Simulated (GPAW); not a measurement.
The system is Lu.

```
Lu
1.0
    -1.95411    1.95411    1.95411
     1.95411   -1.95411    1.95411
     1.95411    1.95411   -1.95411
Lu
1
Cartesian
  0.0000 0.0000 0.0000
```

This isn't the form of Lu at room conditions, which is hcp.

```yaml
Program: GPAW 26.7.0
Task: single point
Functional: PBE
Potentials_or_basis: GPAW PAW data sets (gpaw-data 1.2.1)
Cutoff: 800 eV
Basis: pw
k_mesh: 10 × 10 × 10
Occupations: fermi-dirac, width 0.05 eV
Spin: no spin polarisation
```

On this cell: pressure -0.3 GPa; band gap on the k mesh none (metal or under the smearing width).

The same run follows on a disturbed copy (cell strained at random at fixed volume):

```
Lu
1.0
    -1.96151    1.98599    1.95506
     1.97238   -1.98057    1.96051
     1.91614    1.93521   -1.94964
Lu
1
Direct
  0.00287 0.01056 0.00296
```

Problem. What changes?

Solution. The energy (extrapolated to zero smearing) moves by +1.3 meV/atom; pressure -0.4 GPa; band gap on the k mesh none (metal or under the smearing width).

Stress tensor (GPa, compression positive):
```
-0.39  0.61 -0.13
 0.61 -0.34 -0.06
-0.13 -0.06 -0.32
```

Caveats: one-centre terms of the f shell are cut off.
